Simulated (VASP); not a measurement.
# HfC (Fm-3m) in VASP: a series of runs

Runs on HfC. Level: LDA. Tasks: single point.

Everything below comes from runs of VASP 6.6.1. Logs are shortened: lines on timing, memory, paths and dates and some standing lists are left out, and cuts for length are marked.

## Step 1: The structure

Symmetry: Fm-3m, No. 225, cubic system. The conventional cell has a = 4.650 Å, b = 4.650 Å, c = 4.650 Å, α = 90.00°, β = 90.00°, γ = 90.00°. Hf (site symmetry m-3m) is surrounded by 6 C at 2.33 Å. Around C (site symmetry m-3m) lie 6 Hf at 2.33 Å.

## Step 2: Single point, LDA

Contents of INCAR:

```
PREC = Accurate
ENCUT = 450
EDIFF = 1E-7
ISMEAR = -1
SIGMA = 0.2
LREAL = F
LASPH = T
NELM = 100
ALGO = Normal
ISIF = 2
LWAVE = F
LCHARG = F
ADDGRID = F
```

Contents of KPOINTS:

```
Automatic mesh
0
Gamma
  15 15 15
```

Contents of POSCAR:

```
HfC
1.0
    0.0000000000      2.3250000000      2.3250000000
    2.3250000000      0.0000000000      2.3250000000
    2.3250000000      2.3250000000      0.0000000000
Hf C
1 1
Direct
    0.5000000000      0.5000000000      0.5000000000
    0.0000000000      0.0000000000      0.0000000000
```

Potentials or basis: VASP PAW LDA potentials, release 64 (Hf, C).

The run is started by

```
$ cat potpaw_LDA.64/Hf/POTCAR potpaw_LDA.64/C/POTCAR > POTCAR
$ mpirun -np 1 vasp_std > vasp.out
```

OUTCAR:

```text
PREC = Accurate
   ENCUT = 450
   EDIFF = 1E-7
   ISMEAR = -1
   LREAL = F
   LASPH = T
   NELM = 100
   ISIF = 2

 Found    120 irreducible k-points:

 Following reciprocal coordinates:
            Coordinates               Weight
  0.000000  0.000000  0.000000      1.000000
  0.066667  0.000000  0.000000      8.000000
  0.133333  0.000000  0.000000      8.000000
  0.200000  0.000000  0.000000      8.000000
  0.266667  0.000000  0.000000      8.000000
  0.333333  0.000000  0.000000      8.000000
   k-points           NKPTS =    120   k-points in BZ     NKDIM =    120   number of bands    NBANDS=      8
   number of dos      NEDOS =    301   number of ions     NIONS =      2
   total plane-waves  NPLWV =  13824
   dimension x,y,z NGX =    24 NGY =   24 NGZ =   24
   dimension x,y,z NGXF=    48 NGYF=   48 NGZF=   48
   ions per type =               1   1
   NGX,Y,Z   is equivalent  to a cutoff of  12.13, 12.13, 12.13 a.u.
   NGXF,Y,Z  is equivalent  to a cutoff of  24.27, 24.27, 24.27 a.u.
 SYSTEM =  unknown system
   PREC   = accura    normal or accurate (medium, high low for compatibility)
   ISTART =      0    job   : 0-new  1-cont  2-samecut
   ICHARG =      2    charge: 1-file 2-atom 10-const
   ISPIN  =      1    spin polarized calculation?
   LNONCOLLINEAR =      F non collinear calculations
   LSORBIT =      F    spin-orbit coupling
   LASPH  =      T    aspherical Exc in radial PAW
   ENCUT  =  450.0 eV  33.07 Ry    5.75 a.u.   5.69  5.69  5.69*2*pi/ulx,y,z
   NELM   =    100;   NELMIN=  2; NELMDL= -5     # of ELM steps
   EDIFF  = 0.1E-06   stopping-criterion for ELM
   LREAL  =      F    real-space projection
   EDIFFG = 0.1E-05   stopping-criterion for IOM
   NSW    =      0    number of steps for IOM
   IBRION =     -1    ionic relax: 0-MD 1-quasi-New 2-CG
   NFREE  =      0    steps in history (QN), initial steepest desc. (CG)
   ISIF   =      2    stress and relaxation
   ISYM   =      2    0-nonsym 1-usesym 2-fastsym
   POTIM  = 0.5000    time-step for ionic-motion
   TEBEG  =    0.0;   TEEND  =   0.0 temperature during run
   PSTRESS=    0.0 pullay stress
   NELECT =       8.0000    total number of electrons
   NUPDOWN=      -1.0000    fix difference up-down
   EMIN   =  10.00;   EMAX   =-10.00  energy-range for DOS
   EFERMI =   0.00;   METHOD = LEGACY
   ISMEAR =    -1;   SIGMA  =   0.20  broadening in eV -4-tet -1-fermi 0-gaus
   EFERMI_NEDOS =   21; number of points for ismear=-14 and -15
   IALGO  =     38    algorithm
   IMIX   =      4    mixing-type and parameters
     AMIX     =   0.40;   BMIX     =  1.00
     AMIX_MAG =   1.60;   BMIX_MAG =  1.00
  volume/ion in A,a.u.               =      12.57        84.81
  Fermi-wavevector in a.u.,A,eV,Ry     =   1.117734  2.112211 16.998163  1.249330
  Thomas-Fermi vector in A             =   2.254359
   LORBIT       =      0    0 simple, 1 ext, 2 COOP (PROOUT), +10 PAW based schemes
   GGA     = CA    functional components
   LHFCALC =     F    Hartree Fock is set to
   AEXX    =    0.0000 exact exchange contribution
   IVDW    =     0    specifies the selected vdW correction
   LEPSILON=     F    determine dielectric tensor
   LRPA    =     F    only Hartree local field effects (RPA)
 non-spin polarized calculation
  energy-cutoff  :      450.00
  volume of cell :       25.14
 maximum number of plane-waves:       560
   NGX = 11   NGY = 11   NGZ = 11

 number of electron       8.0000000 magnetization

 Free energy of the ion-electron system (eV)
  ---------------------------------------------------
  ext. energy  EPLUGINS =         0.00000000
  ---------------------------------------------------
  free energy    TOTEN  =       -22.94755995 eV

  energy without entropy =      -22.90397213  energy(sigma->0) =      -22.92576604

 E-fermi :   6.2195     XC(G=0): -12.1987

 val. band max:        6.2101093342   @ k =   0.3333   0.2667   0.0000
 cond. band min:       6.2290779541   @ k =   0.4667   0.4000   0.0000
 fundamental gap:      0.0189686199
 Fermi energy:         6.2194914863

 k-point     1 :       0.0000    0.0000    0.0000
  band No.  band energies     occupation
      1      -5.9198      2.00000
      2       7.2376      0.01223
      3       7.2376      0.01223
      4       7.2376      0.01223
      5       7.5252      0.00292
      6       7.5252      0.00292
      7       7.5252      0.00292
      8       9.5443      0.00000

 k-point     2 :       0.0667    0.0000    0.0000
  band No.  band energies     occupation
      1      -5.8137      2.00000
      2       6.4000      0.57714
      3       6.6559      0.20279
      4       6.6559      0.20279
      5       7.7738      0.00084
      6       7.7738      0.00084
      7       8.0907      0.00017
      8      10.1088      0.00000

 k-point     3 :       0.1333    0.0000    0.0000
  band No.  band energies     occupation
      1      -5.5031      2.00000
      2       5.2705      1.98276
      3       5.7964      1.78481
      4       5.7964      1.78481
      5       8.1421      0.00013
      6       8.1421      0.00013
      7       8.5328      0.00002
      8      11.2813      0.00000

 k-point     4 :       0.2000    0.0000    0.0000
  band No.  band energies     occupation
      1      -5.0112      2.00000
      2       4.0881      1.99995
      3       4.9891      1.99575
      4       4.9891      1.99575
      5       8.6753      0.00001
      6       8.6753      0.00001
      7       8.8844      0.00000
      8      12.6450      0.00000

 k-point     5 :       0.2667    0.0000    0.0000
  band No.  band energies     occupation
      1      -4.3749      2.00000
      2       2.9316      2.00000
      3       4.3107      1.99986
      4       4.3107      1.99986
      5       9.3011      0.00000
      6       9.3618      0.00000
      7       9.3618      0.00000
      8      14.0566      0.00000

 k-point     6 :       0.3333    0.0000    0.0000
  band No.  band energies     occupation
      1      -3.6448      2.00000
      2       1.8481      2.00000
      3       3.7882      1.99999
      4       3.7882      1.99999
      5       9.8841      0.00000
      6      10.1386      0.00000
      7      10.1386      0.00000
      8      15.2255      0.00000

 [... further k-points ...]

------------------------ aborting loop because EDIFF is reached ----------------------------------------

  FORCE on cell =-STRESS in cart. coord.  units (eV):
  Direction    XX          YY          ZZ          XY          YZ          ZX
  --------------------------------------------------------------------------------------
  -------------------------------------------------------------------------------------
  Total       -1.8376134     -1.8376134     -1.8376134      0.0000000      0.0000000     -0.0000000
  in kB     -117.1293847   -117.1293847   -117.1293847      0.0000000      0.0000000     -0.0000000
  external PRESSURE =    -117.1293847 kB  Pullay stress =       0.0000000 kB

 VOLUME and BASIS-vectors are now :
 -----------------------------------------------------------------------------
  energy-cutoff  :      450.00
  volume of cell :       25.14
      direct lattice vectors                 reciprocal lattice vectors
     0.000000000  2.325000000  2.325000000    -0.215053763  0.215053763  0.215053763
     2.325000000  0.000000000  2.325000000     0.215053763 -0.215053763  0.215053763
     2.325000000  2.325000000  0.000000000     0.215053763  0.215053763 -0.215053763

 POSITION                                       TOTAL-FORCE (eV/Angst)
 -----------------------------------------------------------------------------------
      2.32500      2.32500      2.32500        -0.000000     -0.000000     -0.000000
      0.00000      0.00000      0.00000         0.000000      0.000000      0.000000
 -----------------------------------------------------------------------------------
    total drift:                                0.000000     -0.000000     -0.000000

  FREE ENERGIE OF THE ION-ELECTRON SYSTEM (eV)
  ---------------------------------------------------
  free  energy   TOTEN  =       -22.9475599511 eV

  energy  without entropy=      -22.9039721292  energy(sigma->0) =      -22.92576604
```

Run time: 40 s. Hardware: 1 thread of AMD EPYC, shared host; peak memory 0.11 GiB.

The run converged, but some of its settings lie outside the range that counts as converged, so its numbers aren't taken as properties of the crystal.

What came out:

```yaml
Free_energy: -22.9476 eV
Band_gap_on_the_k_mesh: none (metal or under the smearing width)
```

Caveat: the cutoff is under 1.25 times the usual one of these potentials, so pressure, stress and relaxed cells hold a basis-set (Pulay) error.

## Step 3: Single point, LDA

Edit INCAR of step 2 so:

```diff
@@ -4,3 +4,3 @@
 ISMEAR = -1
-SIGMA = 0.2
+SIGMA = 0.1
 LREAL = F
```

KPOINTS is that of step 2.

POSCAR is that of step 2.

Potentials or basis: VASP PAW LDA potentials, release 64 (Hf, C).

The run is started by

```
$ cat potpaw_LDA.64/Hf/POTCAR potpaw_LDA.64/C/POTCAR > POTCAR
$ mpirun -np 1 vasp_std > vasp.out
```

Run time: 54 s. Hardware: 1 thread of AMD EPYC, shared host; peak memory 0.11 GiB.

The run converged, but some of its settings lie outside the range that counts as converged, so its numbers aren't taken as properties of the crystal.

Results:

```
Free energy            : -22.9319 eV
Band gap on the k mesh : none (metal or under the smearing width)
```

Caveat: the cutoff is under 1.25 times the usual one of these potentials, so pressure, stress and relaxed cells hold a basis-set (Pulay) error.

## Step 4: The reference run

An earlier run on the cell as given: functional PBE; potentials or basis VASP PAW PBE potentials, release 64 (Hf_pv, C); cutoff 520 eV; k mesh 10 × 10 × 10; occupations fermi-dirac, width 0.05 eV; no spin polarisation.

- Pressure: -0.4 GPa
- Band gap on the k mesh: none (metal or under the smearing width)
